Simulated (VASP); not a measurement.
# TiO2 (Fm-3m) in VASP: notebook

Runs on TiO2. Level: PBE. Tasks: single point.

All numbers are computed with VASP 6.6.1; they aren't measurements. Logs are shortened: lines on timing, memory, paths and dates and some standing lists are left out, and cuts for length are marked.

## (1) The cell of the first run

It takes space group Fm-3m (No. 225, cubic). The conventional cell has a = 4.670 Å, b = 4.670 Å, c = 4.670 Å, α = 90.00°, β = 90.00°, γ = 90.00°. Ti (site symmetry m-3m) is surrounded by 8 O at 2.02 Å. Around O (site symmetry -43m) lie 4 Ti at 2.02 Å.

The cell was built by a generator and needn't be a form met in nature.

## (2) Single point, PBE (hydrostatic strain -2.6%)

Input file INCAR:

```
  PREC = Accurate
  ENCUT = 520
  EDIFF = 1E-7
  ISMEAR = -1
  SIGMA = 0.02
  LREAL = False
  LASPH = True
  NELM = 100
  ALGO = Normal
  ISIF = 2
  LWAVE = False
  LCHARG = False
  GGA = PE
  NBANDS = 19
```

Input file KPOINTS:

```
Automatic mesh
0
Gamma
  10 10 10
```

Input file POSCAR:

```
TiO2
1.0
    0.0000000000      2.3349890976      2.3349890976
    2.3349890976      0.0000000000      2.3349890976
    2.3349890976      2.3349890976      0.0000000000
Ti O
1 2
Direct
    0.0000000000      0.0000000000      0.0000000000
    0.2500000000      0.2500000000      0.2500000000
    0.7500000000      0.7500000000      0.7500000000
```

Potentials or basis: VASP PAW PBE potentials, release 64 (Ti_sv, O).

Run with:

```bash
cat potpaw_PBE.64/Ti_sv/POTCAR potpaw_PBE.64/O/POTCAR > POTCAR
mpirun -np 1 vasp_std > vasp.out
```

OUTCAR:

```text
PREC = Accurate
   ENCUT = 520
   EDIFF = 1E-7
   ISMEAR = -1
   LREAL = False
   LASPH = True
   NELM = 100
   ISIF = 2
   GGA = PE

 ion  position               nearest neighbor table
   1  0.000  0.000  0.000-   3 2.02   3 2.02   3 2.02   2 2.02   3 2.02   2 2.02   2 2.02   2 2.02

   2  0.250  0.250  0.250-   1 2.02   1 2.02   1 2.02   1 2.02
   3  0.750  0.750  0.750-   1 2.02   1 2.02   1 2.02   1 2.02

  LATTYP: Found a face centered cubic cell.
 ALAT       =     4.6699781952

  Lattice vectors:

 A1 = (   0.0000000000,   2.3349890976,   2.3349890976)
 A2 = (   2.3349890976,   0.0000000000,   2.3349890976)
 A3 = (   2.3349890976,   2.3349890976,   0.0000000000)

Analysis of symmetry for initial positions (statically):
=====================================================================
 Subroutine PRICEL returns:
 Original cell was already a primitive cell.

 Routine SETGRP: Setting up the symmetry group for a
 face centered cubic supercell.

 Subroutine GETGRP returns: Found 48 space group operations
 (whereof 48 operations were pure point group operations)
 out of a pool of 48 trial point group operations.

The static configuration has the point symmetry O_h .

Analysis of symmetry for dynamics (positions and initial velocities):
=====================================================================
 Subroutine PRICEL returns:
 Original cell was already a primitive cell.

 Routine SETGRP: Setting up the symmetry group for a
 face centered cubic supercell.

 Subroutine GETGRP returns: Found 48 space group operations
 (whereof 48 operations were pure point group operations)
 out of a pool of 48 trial point group operations.

The dynamic configuration has the point symmetry O_h .

 Subroutine INISYM returns: Found 48 space group operations
 (whereof 48 operations are pure point group operations),
 and found     1 'primitive' translations

----------------------------------------------------------------------------------------

                                     Primitive cell

  volume of cell :      25.4615

  direct lattice vectors                    reciprocal lattice vectors
     0.000000000  2.334989098  2.334989098    -0.214133762  0.214133762  0.214133762
     2.334989098  0.000000000  2.334989098     0.214133762 -0.214133762  0.214133762
     2.334989098  2.334989098  0.000000000     0.214133762  0.214133762 -0.214133762

  length of vectors
     3.302173250  3.302173250  3.302173250     0.370890556  0.370890556  0.370890556

  position of ions in fractional coordinates (direct lattice)
     0.000000000  0.000000000  0.000000000
     0.250000000  0.250000000  0.250000000
     0.750000000  0.750000000  0.750000000

  ion indices of the primitive-cell ions
   primitive index   ion index
                 1           1
                 2           2
                 3           3

----------------------------------------------------------------------------------------

 KPOINTS: Automatic mesh

Automatic generation of k-mesh.
 Grid dimensions read from file:
 generate k-points for:   10   10   10

 Generating k-lattice:

  Cartesian coordinates                     Fractional coordinates (reciprocal lattice)
    -0.021413376  0.021413376  0.021413376     0.100000000  0.000000000  0.000000000
     0.021413376 -0.021413376  0.021413376     0.000000000  0.100000000  0.000000000
     0.021413376  0.021413376 -0.021413376     0.000000000  0.000000000  0.100000000

  Length of vectors
     0.037089056  0.037089056  0.037089056

  Shift w.r.t. Gamma in fractional coordinates (k-lattice)
     0.000000000  0.000000000  0.000000000

 Subroutine IBZKPT returns following result:
 ===========================================

 Found     47 irreducible k-points:

 Following reciprocal coordinates:
            Coordinates               Weight
  0.000000  0.000000  0.000000      1.000000
  0.100000  0.000000  0.000000      8.000000
  0.200000  0.000000  0.000000      8.000000
  0.300000  0.000000  0.000000      8.000000
  0.400000  0.000000  0.000000      8.000000
  0.500000  0.000000  0.000000      4.000000
[... 16 lines left out ...]
  0.300000  0.300000  0.000000      6.000000
  0.400000  0.300000  0.000000     24.000000
 [... further k-points ...]
   k-points           NKPTS =     47   k-points in BZ     NKDIM =     47   number of bands    NBANDS=     19
   number of dos      NEDOS =    301   number of ions     NIONS =      3
   total plane-waves  NPLWV =  21952
   dimension x,y,z NGX =    28 NGY =   28 NGZ =   28
   dimension x,y,z NGXF=    56 NGYF=   56 NGZF=   56
   ions per type =               1   2
   NGX,Y,Z   is equivalent  to a cutoff of  14.10, 14.10, 14.10 a.u.
   NGXF,Y,Z  is equivalent  to a cutoff of  28.19, 28.19, 28.19 a.u.
 SYSTEM =  unknown system
   PREC   = accura    normal or accurate (medium, high low for compatibility)
   ISTART =      0    job   : 0-new  1-cont  2-samecut
   ICHARG =      2    charge: 1-file 2-atom 10-const
   ISPIN  =      1    spin polarized calculation?
   LNONCOLLINEAR =      F non collinear calculations
   LSORBIT =      F    spin-orbit coupling
   LASPH  =      T    aspherical Exc in radial PAW
   ENCUT  =  520.0 eV  38.22 Ry    6.18 a.u.   6.14  6.14  6.14*2*pi/ulx,y,z
   NELM   =    100;   NELMIN=  2; NELMDL= -5     # of ELM steps
   EDIFF  = 0.1E-06   stopping-criterion for ELM
   LREAL  =      F    real-space projection
   EDIFFG = 0.1E-05   stopping-criterion for IOM
   NSW    =      0    number of steps for IOM
   IBRION =     -1    ionic relax: 0-MD 1-quasi-New 2-CG
   NFREE  =      0    steps in history (QN), initial steepest desc. (CG)
   ISIF   =      2    stress and relaxation
   ISYM   =      2    0-nonsym 1-usesym 2-fastsym
   POTIM  = 0.5000    time-step for ionic-motion
   TEBEG  =    0.0;   TEEND  =   0.0 temperature during run
   PSTRESS=    0.0 pullay stress
   NELECT =      24.0000    total number of electrons
   NUPDOWN=      -1.0000    fix difference up-down
   EMIN   =  10.00;   EMAX   =-10.00  energy-range for DOS
   EFERMI =   0.00;   METHOD = LEGACY
   ISMEAR =    -1;   SIGMA  =   0.02  broadening in eV -4-tet -1-fermi 0-gaus
   EFERMI_NEDOS =   21; number of points for ismear=-14 and -15
   IALGO  =     38    algorithm
   IMIX   =      4    mixing-type and parameters
     AMIX     =   0.40;   BMIX     =  1.00
     AMIX_MAG =   1.60;   BMIX_MAG =  1.00
  volume/ion in A,a.u.               =       8.49        57.27
  Fermi-wavevector in a.u.,A,eV,Ry     =   1.605155  3.033304 35.055731  2.576524
  Thomas-Fermi vector in A             =   2.701546
   LORBIT       =      0    0 simple, 1 ext, 2 COOP (PROOUT), +10 PAW based schemes
   GGA     = PE    functional components
   LHFCALC =     F    Hartree Fock is set to
   AEXX    =    0.0000 exact exchange contribution
   IVDW    =     0    specifies the selected vdW correction
   LEPSILON=     F    determine dielectric tensor
   LRPA    =     F    only Hartree local field effects (RPA)
 non-spin polarized calculation
  energy-cutoff  :      520.00
  volume of cell :       25.46
 maximum number of plane-waves:       701
 NGX is ok and might be reduce to    28
   NGX = 13   NGY = 13   NGZ = 13

 number of electron      23.9999999 magnetization

 Free energy of the ion-electron system (eV)
  ---------------------------------------------------
  ext. energy  EPLUGINS =         0.00000000
  ---------------------------------------------------
  free energy    TOTEN  =       -25.77116749 eV

  energy without entropy =      -25.77116749  energy(sigma->0) =      -25.77116749

 E-fermi :   9.0270     XC(G=0): -12.6887

 val. band max:        8.4441978802   @ k =   0.5000   0.5000   0.0000
 cond. band min:       9.6295917087   @ k =   0.0000   0.0000   0.0000
 fundamental gap:      1.1853938285
 Fermi energy:         9.0270432535

 k-point     1 :       0.0000    0.0000    0.0000
  band No.  band energies     occupation
      1     -49.1582      2.00000
      2     -25.2463      2.00000
      3     -25.2463      2.00000
      4     -25.2463      2.00000
      5     -11.8695      2.00000
      6      -7.5340      2.00000
[... 11 lines left out ...]
     18      16.7706      0.00000
     19      23.2141      0.00000

 k-point     2 :       0.1000    0.0000    0.0000
  band No.  band energies     occupation
      1     -49.1548      2.00000
      2     -25.2829      2.00000
      3     -25.2505      2.00000
      4     -25.2505      2.00000
      5     -11.7288      2.00000
      6      -7.7097      2.00000
[... 11 lines left out ...]
     18      17.1132      0.00000
     19      23.2070      0.00000

 k-point     3 :       0.2000    0.0000    0.0000
  band No.  band energies     occupation
      1     -49.1459      2.00000
      2     -25.3769      2.00000
      3     -25.2613      2.00000
      4     -25.2613      2.00000
      5     -11.3471      2.00000
      6      -8.1365      2.00000
[... 11 lines left out ...]
     18      17.9847      0.00000
     19      23.2185      0.00000

 k-point     4 :       0.3000    0.0000    0.0000
  band No.  band energies     occupation
      1     -49.1350      2.00000
      2     -25.4897      2.00000
      3     -25.2746      2.00000
      4     -25.2746      2.00000
      5     -10.8368      2.00000
      6      -8.6219      2.00000
[... 11 lines left out ...]
     18      18.7596      0.00000
     19      23.4728      0.00000

 k-point     5 :       0.4000    0.0000    0.0000
  band No.  band energies     occupation
      1     -49.1261      2.00000
      2     -25.5786      2.00000
      3     -25.2854      2.00000
      4     -25.2854      2.00000
      5     -10.3626      2.00000
      6      -9.0197      2.00000
[... 11 lines left out ...]
     18      18.9636      0.00000
     19      24.0929      0.00000

 k-point     6 :       0.5000    0.0000    0.0000
  band No.  band energies     occupation
      1     -49.1227      2.00000
      2     -25.6120      2.00000
      3     -25.2895      2.00000
      4     -25.2895      2.00000
      5     -10.1434      2.00000
      6      -9.1977      2.00000
[... 11 lines left out ...]
     18      18.9223      0.00000
     19      24.4644      0.00000

 k-point     7 :       0.1000    0.1000    0.0000
  band No.  band energies     occupation
      1     -49.1537      2.00000
      2     -25.2855      2.00000
      3     -25.2566      2.00000
      4     -25.2566      2.00000
      5     -11.6813      2.00000
      6      -7.7645      2.00000
[... 11 lines left out ...]
     18      17.1671      0.00000
     19      23.0540      0.00000

 k-point     8 :       0.2000    0.1000    0.0000
  band No.  band energies     occupation
      1     -49.1467      2.00000
      2     -25.3553      2.00000
      3     -25.2691      2.00000
      4     -25.2662      2.00000
      5     -11.3776      2.00000
      6      -8.0971      2.00000
[... 256 lines left out ...]
 k-point    20 :      -0.4000    0.2000    0.0000
  band No.  band energies     occupation
      1     -49.1179      2.00000
      2     -25.5627      2.00000
      3     -25.3862      2.00000
      4     -25.3041      2.00000
      5      -9.8822      2.00000
      6      -9.2913      2.00000
[... 11 lines left out ...]
     18      19.6464      0.00000
     19      24.7908      0.00000

 k-point    21 :      -0.3000    0.2000    0.0000
  band No.  band energies     occupation
      1     -49.1227      2.00000
      2     -25.5247      2.00000
      3     -25.3796      2.00000
      4     -25.2897      2.00000
      5     -10.1959      2.00000
      6      -9.0733      2.00000
[... 11 lines left out ...]
     18      19.5481      0.00000
     19      24.3823      0.00000

 k-point    22 :      -0.2000    0.2000    0.0000
  band No.  band energies     occupation
      1     -49.1312      2.00000
      2     -25.4729      2.00000
      3     -25.3413      2.00000
      4     -25.2741      2.00000
      5     -10.6507      2.00000
      6      -8.7444      2.00000
[... 11 lines left out ...]
     18      19.1054      0.00000
     19      23.7941      0.00000

 k-point    23 :       0.3000    0.3000    0.0000
  band No.  band energies     occupation
      1     -49.1273      2.00000
      2     -25.5030      2.00000
      3     -25.3167      2.00000
      4     -25.3167      2.00000
      5     -10.4558      2.00000
      6      -8.8465      2.00000
[... 11 lines left out ...]
     18      18.7803      0.00000
     19      23.4806      0.00000

 k-point    24 :       0.4000    0.3000    0.0000
  band No.  band energies     occupation
      1     -49.1203      2.00000
      2     -25.5519      2.00000
      3     -25.3426      2.00000
      4     -25.3291      2.00000
      5     -10.0751      2.00000
      6      -9.0929      2.00000
[... 11 lines left out ...]
     18      19.4265      0.00000
     19      23.8033      0.00000

 [... further k-points ...]

------------------------ aborting loop because EDIFF is reached ----------------------------------------

  FORCE on cell =-STRESS in cart. coord.  units (eV):
  Direction    XX          YY          ZZ          XY          YZ          ZX
  --------------------------------------------------------------------------------------
  -------------------------------------------------------------------------------------
  Total        5.1249272      5.1249272      5.1249272      0.0000000      0.0000000     -0.0000000
  in kB      322.4881164    322.4881164    322.4881164      0.0000000      0.0000000     -0.0000000
  external PRESSURE =     322.4881164 kB  Pullay stress =       0.0000000 kB

 VOLUME and BASIS-vectors are now :
 -----------------------------------------------------------------------------
  energy-cutoff  :      520.00
  volume of cell :       25.46
      direct lattice vectors                 reciprocal lattice vectors
     0.000000000  2.334989098  2.334989098    -0.214133762  0.214133762  0.214133762
     2.334989098  0.000000000  2.334989098     0.214133762 -0.214133762  0.214133762
     2.334989098  2.334989098  0.000000000     0.214133762  0.214133762 -0.214133762

 POSITION                                       TOTAL-FORCE (eV/Angst)
 -----------------------------------------------------------------------------------
      0.00000      0.00000      0.00000         0.000000      0.000000      0.000000
      1.16749      1.16749      1.16749         0.000000      0.000000      0.000000
      3.50248      3.50248      3.50248        -0.000000     -0.000000     -0.000000
 -----------------------------------------------------------------------------------
    total drift:                               -0.000000     -0.000000      0.000000

  FREE ENERGIE OF THE ION-ELECTRON SYSTEM (eV)
  ---------------------------------------------------
  free  energy   TOTEN  =       -25.7711674858 eV

  energy  without entropy=      -25.7711674858  energy(sigma->0) =      -25.77116749
```

Run time: 17 s. Hardware: 1 thread of Intel Xeon 6975P-C (Granite Rapids), shared host; peak memory 0.16 GiB.

What came out:

```
Free energy            : -25.7712 eV
Pressure               : 32.2 GPa
Band gap on the k mesh : 1.19 eV, indirect (least direct gap 2.01 eV)
```

Caveat: so large a pressure means that the cell lies far from this level's equilibrium, or that cutoff or potentials fall short. A k mesh can miss the band edges.

## (3) Single point, PBE (uniaxial_x strain +5.3%)

Input file INCAR:

```
PREC     = Accurate       # precision mode
ENCUT    = 520            # plane-wave cutoff, eV
EDIFF    = 1E-7           # SCF threshold, eV
ISMEAR   = -1             # smearing method
SIGMA    = 0.02           # smearing width, eV
LREAL    = False          # projectors in reciprocal space
LASPH    = True           # aspherical terms in the spheres
NELM     = 100            # most SCF steps
ALGO     = Normal         # electronic algorithm
ISIF     = 2              # what is computed and relaxed
LWAVE    = False          # write WAVECAR
LCHARG   = False          # write CHGCAR
GGA      = PE             # functional
NBANDS   = 19             # bands
```

Input file KPOINTS:

```
regular mesh
0
Gamma
  10 10 10
```

Input file POSCAR:

```
TiO2
1.0
    0.0000000000      2.3968272404      2.3968272404
    2.5236194014      0.0000000000      2.3968272404
    2.5236194014      2.3968272404      0.0000000000
Ti O
1 2
Direct
    0.0000000000      0.0000000000      0.0000000000
    0.2500000000      0.2500000000      0.2500000000
    0.7500000000      0.7500000000      0.7500000000
```

Potentials or basis: VASP PAW PBE potentials, release 64 (Ti_sv, O).

Run with:

```bash
cat potpaw_PBE.64/Ti_sv/POTCAR potpaw_PBE.64/O/POTCAR > POTCAR
mpirun -np 1 vasp_std > vasp.out
```

It took 38 s on 1 thread of Intel Xeon 6975P-C (Granite Rapids), shared host; peak memory 0.19 GiB.

The run converged. Its results:

- Free energy: -25.9413 eV
- Pressure: -5.8 GPa
- Band gap on the k mesh: 0.74 eV, indirect (least direct gap 1.33 eV)

Stress tensor (GPa, compression positive):
```
-22.75   0.00   0.00
  0.00   2.73   0.00
  0.00   0.00   2.73
```

Levels at points of the mesh, in eV from the valence-band top:
```csv
k point,band 10,band 11,band 12,band 13,band 14,band 15
"(0.00, 0.00, 0.00)",-1.53,-0.77,-0.77,0.74,0.99,4.74
"(0.50, 0.00, 0.00)",-3.37,-2.67,-2.56,1.14,1.25,2.39
"(0.50, 0.50, 0.00)",-2.67,-1.82,0.00,1.33,1.75,2.50
"(0.00, 0.50, 0.50)",-2.04,-2.04,-0.55,1.43,1.51,2.20
```
